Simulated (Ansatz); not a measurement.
# Relaxation of Cd2Se

The start is Cd2Se, a disordered cell. Where does it settle when we relax cell and atoms at 20 GPa, and what is it like there?

Computed, not measured: Ansatz 0.2.0, DFT, PBE, no spin polarisation, plane waves, PAW.

## 1. Geometry

Cell: a = 3.829 Å, b = 4.253 Å, c = 4.518 Å, α = 90.51°, β = 84.82°, γ = 95.34°. Nearest neighbours (Å): Cd1: 3 Se at 2.72 to 2.79, 3 Cd at 2.90 to 2.98; Cd2: 2 Se at 2.80 to 2.83, 3 Cd at 2.90 to 2.98; Se3: 5 Cd at 2.72 to 2.83.

The coordinates stand in the input below.

It starts from an earlier solution of the starting cell (checkpoint.read).

## 2. The relaxation

input.yaml

```yaml
crystal:
  lattice:
    - [3.817154, -0.089939, 0.281315]
    - [-0.3279, 4.220176, 0.409387]
    - [0.066806, -0.470891, 4.493154]
  atoms:
    - { symbol: Cd, position: [0.68043, 0.68742, 0.363784] }
    - { symbol: Cd, position: [0.232017, 0.841254, 0.887536] }
    - { symbol: Se, position: [0.140867, 0.220753, 0.402623] }
kpoints:
  mp_grid: { grid: [5, 4, 4], shift: [0.5, 0.0, 0.0] }
magnetization:
  spin_polarized: false
scf:
  occupations: { method: fermi_dirac }
  lower_state_search: "off"
hamiltonian:
  pseudopotentials: { kind: paw }
  xc: pbe
basis:
  ecutwfc: 420
  fft_grid_basis: typed
relax:
  max_steps: 80
  cell: { p_target: 20.0 }
  f_tol: 0.03
output:
  forces: true
  stress: true
  eigenvalues: true
  bader: true
  populations: true
  elf: true
  write_potential: true
  volumetric_format: npy
  dos:
    e_range: [-12, 8]
    de: 0.05
    projected: { site_lists: { Cd: [Cd], Se: [Se] } }
checkpoint:
  read: saved_state
```

Command:

```
$ ansatz run input.yaml --threads 2 --pin off --max-ram 4096MiB --backend cpu --events-out ev --progress --plain --runs-dir out
```

The log of the run, shortened:

```text
Warning: checkpoint.read: basis.xc_grid differs: saved 1, current 2 (points along each axis for each point of the dense box; where the key is left out runs that use forces, runs that use the stress, dielectric runs by a finite field, finite-displacement phonons, runs of [...]
Warning: RAYON_NUM_THREADS=2 ignored (pool sized by the plan → 2); use --threads N
[...]
Pseudopotentials: kind: paw
Pseudopotential: Cd, paw, valence charge 20, recommended cutoff 420 eV (normal), Cd.paw.azcp
Pseudopotential: Se, paw, valence charge 16, recommended cutoff 420 eV (normal), Se.paw.azcp
Functional definition: PBE
[...]
Crystal: 3 atoms, lattice volume = 72.946 Å³
Basis set: ecut = 420 eV, 1427 PW (Γ), exchange–correlation on 54×60×64 points (8 copies of the dense FFT grid, shifted against one another)
Bands: 34, of which v1, the nominal top of the filled ones, is band 28 counted from 1 (27 counted from 0)
Symmetry: 1 space group operations
Space group: P1 (ITA 1), of the structure as read, at distance tolerance 4.2e-5 Å
k-points: 42 of 80 (time reversal used)
[...]
SCF iter   1: F=—  HF=-21978.205079 eV  |F-HF|=—  |Δ(HF+E_count)|=         —  Δρ=6.03e-4  dr2=3.03e-4  ethr=4.86e-7  ⟨swp⟩=3.0  Hψ=8272  notcnv=0
[...]
relax step   1: F+E_penalty+E_count = -21978.20527886 eV  Δ(F+E_penalty+E_count) = +0.000e0 eV  max|allowed force component| = 2.976e-1 eV/Å  Δτ_max = 0.0000 Å  P = +4.495 GPa  Ω = 72.946 Å³  (5 SCF iters, dr2 threshold 1.00e-7 eV, accepted)
[...]
relax step   5: F+E_penalty+E_count = -21977.62081451 eV  Δ(F+E_penalty+E_count) = -1.555e-1 eV  max|allowed force component| = 4.032e-1 eV/Å  Δτ_max = 0.1952 Å  P = +19.477 GPa  Ω = 59.899 Å³  energy of the carried Pulay correction = +4.383e-3 eV  (8 SCF iters, dr2 threshold 3.00e-7 eV, accepted)
relax step   6: F+E_penalty+E_count = -21977.72595822 eV  Δ(F+E_penalty+E_count) = -1.051e-1 eV  max|allowed force component| = 4.216e-1 eV/Å  Δτ_max = 0.1919 Å  P = +17.499 GPa  Ω = 59.428 Å³  energy of the carried Pulay correction = +4.571e-3 eV  (8 SCF iters, dr2 threshold 3.00e-7 eV, accepted)
```

## 3. More of the same log

The log, continued:

```text
relax step   7: F+E_penalty+E_count = -21977.77941958 eV  Δ(F+E_penalty+E_count) = -5.346e-2 eV  max|allowed force component| = 3.839e-1 eV/Å  Δτ_max = 0.2000 Å  P = +17.278 GPa  Ω = 58.359 Å³  energy of the carried Pulay correction = +5.006e-3 eV  (8 SCF iters, dr2 threshold 3.00e-7 eV, accepted)
relax step   8: F+E_penalty+E_count = -21977.46775217 eV  Δ(F+E_penalty+E_count) = +3.117e-1 eV  max|allowed force component| = 9.070e-1 eV/Å  Δτ_max = 0.1926 Å  P = +22.742 GPa  Ω = 56.520 Å³  energy of the carried Pulay correction = +5.788e-3 eV  (8 SCF iters, dr2 threshold 3.00e-7 eV, rejected (line search))
relax step   9: F+E_penalty+E_count = -21977.75356805 eV  Δ(F+E_penalty+E_count) = +2.585e-2 eV  max|allowed force component| = 1.493e-1 eV/Å  Δτ_max = 0.0496 Å  P = +18.581 GPa  Ω = 57.698 Å³  energy of the carried Pulay correction = +5.282e-3 eV  (12 SCF iters, accepted)
relax step  10: F+E_penalty+E_count = -21977.74504038 eV  Δ(F+E_penalty+E_count) = +8.528e-3 eV  max|allowed force component| = 6.161e-2 eV/Å  Δτ_max = 0.0354 Å  P = +19.448 GPa  Ω = 57.337 Å³  energy of the carried Pulay correction = +5.435e-3 eV  (7 SCF iters, dr2 threshold 3.00e-7 eV, accepted)
relax step  11: F+E_penalty+E_count = -21977.74729877 eV  Δ(F+E_penalty+E_count) = -2.258e-3 eV  max|allowed force component| = 4.183e-2 eV/Å  Δτ_max = 0.0061 Å  P = +19.666 GPa  Ω = 57.293 Å³  energy of the carried Pulay correction = +5.454e-3 eV  (6 SCF iters, dr2 threshold 3.00e-7 eV, accepted)
relax step  12: F+E_penalty+E_count = -21977.72808083 eV  Δ(F+E_penalty+E_count) = +1.922e-2 eV  max|allowed force component| = 1.079e-2 eV/Å  Δτ_max = 0.0104 Å  P = +19.929 GPa  Ω = 57.158 Å³  energy of the carried Pulay correction = +5.512e-3 eV  (7 SCF iters, dr2 threshold 3.00e-7 eV, rejected (line search))
relax step  13: F+E_penalty+E_count = -21977.72810575 eV  Δ(F+E_penalty+E_count) = +1.919e-2 eV  max|allowed force component| = 5.969e-3 eV/Å  Δτ_max = 0.0082 Å  P = +20.128 GPa  Ω = 57.111 Å³  energy of the carried Pulay correction = +5.532e-3 eV  (11 SCF iters, accepted)
relax step  14: F+E_penalty+E_count = -21977.73549001 eV  Δ(F+E_penalty+E_count) = -7.384e-3 eV  max|allowed force component| = 1.099e-3 eV/Å  Δτ_max = 0.0011 Å  P = +20.006 GPa  Ω = 57.169 Å³  energy of the carried Pulay correction = +5.507e-3 eV  (4 SCF iters, dr2 threshold 1.42e-7 eV, accepted)
relax step  15: F+E_penalty+E_count = -21977.73264944 eV  Δ(F+E_penalty+E_count) = +2.841e-3 eV  max|allowed force component| = 1.089e-3 eV/Å  Δτ_max = 0.0000 Å  P = +19.969 GPa  Ω = 57.169 Å³  stress off target by 5.95e-2 GPa  SCF on the basis re-selected at this cell (its energy is not comparable with the rows above)  (7 SCF iters)
relax step  16: F+E_penalty+E_count = -21977.73072585 eV  Δ(F+E_penalty+E_count) = +1.924e-3 eV  max|allowed force component| = 7.440e-4 eV/Å  Δτ_max = 0.0002 Å  P = +20.004 GPa  Ω = 57.154 Å³  energy of the carried Pulay correction = +5.551e-6 eV  (3 SCF iters, dr2 threshold 8.84e-9 eV, accepted)
iter 1 solved again at ethr=1.80e-8 eV; its pass at ethr=3.10e-3 eV (dr2=1.01e-5 eV) is discarded
SCF iter   1: F=—  HF=-21977.730737 eV  |F-HF|=—  |Δ(HF+E_count)|=         —  Δρ=3.12e-6  dr2=7.65e-9  ethr=1.80e-8  ⟨swp⟩=3.0  Hψ=8876  notcnv=0
SCF iter   2: F=—  HF=-21977.730717 eV  |F-HF|=—  |Δ(HF+E_count)|=   2.01e-5  Δρ=2.03e-6  dr2=3.50e-9  ethr=1.37e-11  ⟨swp⟩=2.0  Hψ=2611  notcnv=0
SCF iter   3: F=—  HF=-21977.730717 eV  |F-HF|=—  |Δ(HF+E_count)|=  3.97e-10  Δρ=9.42e-7  dr2=9.90e-10  ethr=6.25e-12  ⟨swp⟩=1.0  Hψ=1428  notcnv=0
SCF iter   4: F=—  HF=-21977.730717 eV  |F-HF|=—  |Δ(HF+E_count)|=  1.78e-10  Δρ=2.67e-7  dr2=3.31e-11  ethr=1.77e-12  ⟨swp⟩=2.1  Hψ=1991  notcnv=0
SCF iter   5: F=-21977.730717 eV  HF=-21977.730717 eV  |F-HF|=0.00e0  |Δ(HF+E_count)|=  3.64e-12  Δρ=6.49e-8  dr2=3.40e-12  ethr=1.00e-12  ⟨swp⟩=5.0  Hψ=5273  notcnv=0
SCF 17 converged in 5 iterations: F = -21977.730717 eV  dr2 = 3.40e-12
relax step  17: F+E_penalty+E_count = -21977.73071706 eV  Δ(F+E_penalty+E_count) = +8.782e-6 eV  max|allowed force component| = 7.322e-4 eV/Å  Δτ_max = 0.0000 Å  P = +20.004 GPa  Ω = 57.154 Å³  stress off target by 6.41e-3 GPa  SCF on the basis re-selected at this cell (its energy is not comparable with the rows above)  (5 SCF iters)
basis re-selected at this cell: Δ(F+E_penalty+E_count) = +8.782e-6 eV, ΔP = +0.000 GPa vs the last step (what re-selecting the basis moved, of the pressure what is left beyond the Pulay correction that the steps carried, after the strain that the cell walked since its last selection, with what the two solves' SCF thresholds leave and, on support functions, any second-order correction that the steps lacked; it is no measure of the basis error at this ecutwfc). This SCF's stress stands 6.41e-3 GPa from its target on what of the cell is left free (relax.cell.stress_tol is 5.00e-2 GPa) and its largest allowed force component is 7.32e-4 eV/Å (relax.f_tol is 3.00e-2 eV/Å): within both
SCF converged after 5 iterations
Free energy (F): -21977.730717 eV
Harris-Foulkes:  -21977.730717 eV  (|F-HF|=0.00e0)
Internal energy: -21977.703263 eV  (E = F + TS)
E sigma→0 (E₀):  -21977.716990 eV
Entropy (-TS):   -0.027454 eV (-9.151 meV/atom)
Fermi energy:    15.610514 eV
--- Per-component energies (eV) ---
  E_band       = -1031.205337
  E_kinetic    = 1136.235856
  E_local      = -7643.860172  (includes V_loc(G=0)·N_el)
  E_nonlocal   = -530.738080
  E_hartree    = 3706.471522
  E_xc         = -462.302832
  E_vxc        = -547.786569  (∫ρ·V_xc dr)
  E_paw        = -10075.688412  (= ΣΔE_a)
  E_vpaw       = -857.998854  (= ΣTr[D̂ρ^β])
  E_aug_tail   = -0.000538  (compensation charges beyond the density's cutoff)
  E_ewald      = -8107.820607
  E_smearing   = -0.027454  (= −TS)
  E_closure    = -0.000000  (closes the sum)
  Σ components = -21977.730717   (vs F -21977.730717, Δ=0.00e0)
--- Forces (eV/Å), atoms counted from 1 ---
  atom   1  Cd     0.00073224    -0.00043219     0.00027844
  atom   2  Cd    -0.00072066     0.00044909    -0.00027322
  atom   3  Se    -0.00001156    -0.00001713    -0.00000539
  max |Σ_I F_I| component: 2.28e-7 eV/Å
--- Stress (GPa, compression-positive) ---
       20.005248       0.001549      -0.001521
        0.001549      20.003654       0.001812
       -0.001521       0.001812      20.004349
  P = ⅓ Tr σ = 20.0044 GPa (200.044 kbar)
--- Band table (eV; the first three rows and the last of 42) ---
  k-point 0: bands = ["-87.4746", "-87.4649", "-48.5567", "-48.5560", "-48.5432", "-48.5250", "-48.5202", "-48.4885", "-32.7423", "-32.7423", "-32.6996", "-32.6980", "-32.6872", "0.8720", "5.7167", "5.9058", "5.9368", "6.2414", "6.3002", "6.5845", "6.5943", "6.8947", "6.9537", "7.0858", "10.8960", "12.8899", "13.1971", "13.4323", "17.2682", "18.1022", "21.0844", "22.1776", "23.4325", "23.7918"]
  k-point 1: bands = ["-87.4740", "-87.4655", "-48.5587", "-48.5532", "-48.5442", "-48.5276", "-48.5185", "-48.4877", "-32.7423", "-32.7423", "-32.6995", "-32.6980", "-32.6872", "1.0874", "5.6506", "5.9019", "6.0094", "6.1373", "6.2744", "6.5260", "6.7455", "6.9004", "7.0262", "7.1343", "9.8600", "12.5158", "13.1234", "14.2629", "17.2757", "18.5918", "20.9396", "21.8179", "22.9686", "23.6444"]
  k-point 2: bands = ["-87.4730", "-87.4665", "-48.5596", "-48.5487", "-48.5452", "-48.5317", "-48.5182", "-48.4869", "-32.7424", "-32.7423", "-32.6994", "-32.6979", "-32.6872", "1.3726", "5.7003", "5.8652", "5.9295", "6.2099", "6.3804", "6.5463", "6.7767", "7.0467", "7.0640", "7.1445", "8.3161", "12.3290", "12.9322", "15.5376", "16.7973", "19.7937", "20.9796", "21.0600", "22.0528", "23.3825"]
  k-point 41: bands = ["-87.4701", "-87.4693", "-48.5626", "-48.5608", "-48.5507", "-48.5207", "-48.5152", "-48.4831", "-32.7423", "-32.7422", "-32.6994", "-32.6976", "-32.6870", "1.7711", "5.9728", "6.0379", "6.0914", "6.3187", "6.4193", "6.6852", "6.7386", "6.7409", "6.7781", "7.3287", "9.8380", "12.3705", "12.4838", "12.9337", "15.6652", "15.8180", "15.8624", "23.6086", "26.9018", "27.0768"]
--- Relaxed structure (15 steps of the walk, 13 accepted, 2 SCFs on fresh bases) ---
  F+E_penalty+E_count = -21977.73071706 eV   max|allowed force component| = 7.322e-4 eV/Å   (the final SCF, on the basis selected at the relaxed cell)
  cell:  # Å, volume = 57.1537 Å³
    - [3.7460319764970484, -0.2697332191086923, 0.4135319672086763]
    - [-0.48390178652916654, 3.9607823110482796, 0.02134798717223263]
    - [0.27952757083103746, -0.7837356279337296, 3.902554027847772]
  atoms:
    - { symbol: Cd, position: [0.6864223562047034, 0.5811858093504148, 0.219942365015363] }
    - { symbol: Cd, position: [0.3491196530124556, 0.9184313754401274, 0.8826861018509856] }
    - { symbol: Se, position: [0.017771990782840977, 0.2498098152094577, 0.5513145331336512] }
--- Löwdin populations: 3 sites ---
  site symbol       q [e]
     0     Cd     19.2168
     1     Cd     19.2168
     2     Se     17.0114
  spilling = 0.009912 (of n_electrons = 56.000000)
--- Bader charges: 3 sites ---
  site symbol  charge [e]  shift [e]
     0     Cd      0.3269     0.0006
     1     Cd      0.3269     0.0006
     2     Se     -0.6538     0.0011
  estimated error of the sums over rays = 3.8e-4 e
```

Run time: 3.4 min. Hardware: 2 threads of an Arm CPU, shared host; peak memory 0.47 GiB.

Step by step:

```csv
step,energy from step 1 (eV/cell),largest force component (eV/Å),pressure (GPa),volume (Å³)
1,0.0000,0.2976,4.50,72.95
2,0.4451,0.1705,14.79,64.32
3,0.7525,0.1903,21.13,60.70
4,0.7400,0.3420,21.92,59.84
5,0.5845,0.4032,19.48,59.90
6,0.4793,0.4216,17.50,59.43
7,0.4259,0.3839,17.28,58.36
8x,0.7375,0.9070,22.74,56.52
9,0.4517,0.1493,18.58,57.70
10,0.4602,0.0616,19.45,57.34
11,0.4580,0.0418,19.67,57.29
12x,0.4772,0.0108,19.93,57.16
13,0.4772,0.0060,20.13,57.11
14,0.4698,0.0011,20.01,57.17
15,0.4726,0.0011,19.97,57.17
16,0.4746,0.0007,20.00,57.15
17,0.4746,0.0007,20.00,57.15
```

Step 1 is the start. Steps 15, 17 repeat the geometry before on a plane-wave basis chosen anew for that cell, so the energy can jump there without any move; the table keeps such jumps. 2 steps were tried and not accepted (marked x).

| input's cell | before | after | change |
| --- | --- | --- | --- |
| a (Å) | 3.829 | 3.778 | -1.3 % |
| b (Å) | 4.253 | 3.990 | -6.2 % |
| c (Å) | 4.518 | 3.990 | -11.7 % |
| α (°) | 90.51 | 101.43 | +10.93° |
| β (°) | 84.82 | 79.02 | -5.80° |
| γ (°) | 95.34 | 100.98 | +5.64° |
| volume (Å³/atom) | 24.32 | 19.05 | -21.6 % |

Largest move: Se3, 0.69 Å, apart from the change of the cell.

At a target of 20 GPa the walk lowers the enthalpy E + PV, so the energy alone may rise.

## 4. Density of states

Counts of states in windows (eV from the Fermi level; tetrahedra), total and projected:

```csv
from,to,total,Cd s,Cd d,Se p
-8.0,-7.0,0.03,0.01,0.01,0.01
-7.0,-6.0,1.30,0.47,0.20,0.56
-6.0,-5.0,0.87,0.26,0.10,0.42
-5.0,-4.0,1.23,0.20,0.09,0.86
-4.0,-3.0,1.29,0.15,0.09,0.97
-3.0,-2.0,1.34,0.11,0.08,1.08
-2.0,-1.0,0.90,0.38,0.03,0.38
-1.0,0.0,1.03,0.47,0.03,0.35
0.0,1.0,0.56,0.23,0.01,0.11
1.0,2.0,1.31,0.47,0.02,0.25
2.0,3.0,0.79,0.14,0.01,0.10
3.0,4.0,1.61,0.17,0.01,0.14
4.0,5.0,1.23,0.13,0.01,0.10
```

## 5. Charges

By element, from the tables in the log (a charge is positive for electrons lost): Löwdin charges also hold the electrons that the projection spills.

```csv
element,atoms,Bader charge (e),Bader volume (Å³),Löwdin charge (e)
Cd,2,+0.33,17.8,+0.78
Se,1,-0.65,21.6,-1.01
```

Löwdin charges rest on a small set of atomic orbitals that misses 1.0 % of the electrons, so they need not add up to the cell's charge and can differ from Bader's even in sign.

## 6. Maps of the fields

Maps in the plane spanned by a and c at height 0.581 along b (axes of the input's cell), one cell: a runs left to right (11 points from zero), c bottom to top (12 points), 79° apart. These are the smooth PAW fields, not the true ones near the nuclei.

Valence density. Ten steps from '0' (0.09 e/Å³) to '9' (22.30 e/Å³), finer at the low end (step k begins (100^(k/10) - 1)/99 of the way up):
```
00000001110
00000000000
01100000000
11100000000
11100000000
00000111100
00000245421
00001368852
10001379973
10000379984
10000147763
00000013331
```

ELF. Values, 12 rows by 11 columns:
```
0.21 0.21 0.19 0.19 0.23 0.26 0.26 0.21 0.19 0.18 0.19
0.27 0.24 0.19 0.17 0.19 0.21 0.21 0.19 0.17 0.18 0.23
0.38 0.34 0.24 0.18 0.17 0.18 0.16 0.12 0.12 0.18 0.30
0.48 0.46 0.35 0.24 0.19 0.17 0.14 0.10 0.11 0.20 0.37
0.50 0.51 0.43 0.31 0.22 0.18 0.16 0.14 0.14 0.20 0.37
0.41 0.46 0.41 0.30 0.21 0.17 0.19 0.20 0.17 0.16 0.26
0.24 0.30 0.28 0.22 0.18 0.21 0.33 0.40 0.35 0.22 0.16
0.15 0.16 0.16 0.17 0.17 0.29 0.48 0.62 0.58 0.41 0.21
0.16 0.12 0.12 0.16 0.19 0.33 0.56 0.86 0.85 0.56 0.32
0.18 0.14 0.13 0.19 0.21 0.28 0.49 0.77 0.83 0.58 0.36
0.18 0.16 0.17 0.22 0.26 0.22 0.35 0.49 0.55 0.46 0.30
0.18 0.19 0.20 0.23 0.27 0.26 0.22 0.28 0.33 0.28 0.20
```

Atoms within 0.2 Å of the plane, in fractions of a and c: Cd at (0.69, 0.22).

Scans along the contacts give these minima of the density:

```csv
contact,length (Å),minimum at (fraction),density (e/Å³),ELF
Cd1–Se3,2.649,0.47,0.363,0.25
Cd1–Cd2,2.696,0.50,0.326,0.27
```

```
fraction  Cd1–Se3  Cd1–Cd2
     0.2     8.16      7.8
     0.3     1.91     1.78
     0.4    0.503    0.492
     0.5    0.368    0.326
     0.6    0.556    0.492
     0.7      1.1     1.78
     0.8     4.92      7.8
```

(Smooth valence density in e/Å³ at fractions of each contact.)

## 7. Summary of results

| quantity | value |
| --- | --- |
| moves | 12 |
| largest move | 0.69 Å (Se3) |
| space group (0.01 Å), before / after | P1 / C2/m |
| cell | a = 3.778 Å, b = 3.990 Å, c = 3.990 Å, α = 101.43°, β = 79.02°, γ = 100.98° |
| volume | 19.05 Å³/atom (-21.6 %) |
| pressure at the end | 20.00 GPa |
| character | metal |
| density of states, mean within 0.25 eV of the Fermi level | 0.57 per eV per cell |
| Bader charges | Cd +0.33, Se -0.65 e |

What this shows: The volume shrank by 21.6 %, and the largest move of an atom is 0.69 Å apart from the change of the cell. The shape changed more than that tells: the edges moved by -1, -6, -12 %. Within 0.01 Å the space group went from P1 to C2/m. It is a metal; within 0.25 eV of the Fermi level the density of states averages 0.57 per eV per cell. By Bader's partition Cd gives up most (+0.33 e) and Se takes most (-0.65 e).

Limits of this run: the k mesh is coarse for a cell without a gap.
